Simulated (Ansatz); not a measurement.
**SiO₂ — ¹⁷O nuclear quadrupole resonance**

Cell: a COD entry (listed for 0.2 GPa), taken as it stands.

Space group P4_12_12 (No. 92); a = 4.9501, c = 6.8760 Å.

| site | Wyckoff | site symmetry | x | y | z |
| --- | --- | --- | --- | --- | --- |
| Si | 4a | ..2 | 0.3027 | 0.3027 | 0.0000 |
| O | 8b | 1 | 0.2388 | 0.1086 | 0.1817 |

One atom of each set is listed.

Level of theory: DFT, PBE, plane waves and PAW, scalar-relativistic, 420 eV cutoff, Γ-centred 5×5×4 k-points, Fermi–Dirac smearing 0.02 eV (Ansatz 0.2.0).

¹⁷O: I = 5/2, Q = -25.58 mb (year-2017 value). Static lattice, zero field.

(1) Predict the zero-field ¹⁷O lines of each site.

Results:

(1) For I = 5/2 and η = 0 the lines are 3|C_Q|/20 and twice that; η pulls their ratio below 2.

```json
{"site": "O", "atoms": "8", "V_zz (10²¹ V/m²)": "8.97", "C_Q (MHz)": "-5.55", "η": "0.16", "line frequencies (MHz)": "0.856, 1.66"}
```

At O V_zz runs parallel to the line that joins its two neighbours (within 1°).

The calculated pressure of 8 GPa (PBE) comes largely from the unrelaxed atoms: it is 1.6 GPa once they are relaxed in the same cell. The largest force is 0.5 eV/Å, so the atoms aren't at the calculated equilibrium and relaxing them would move these values.
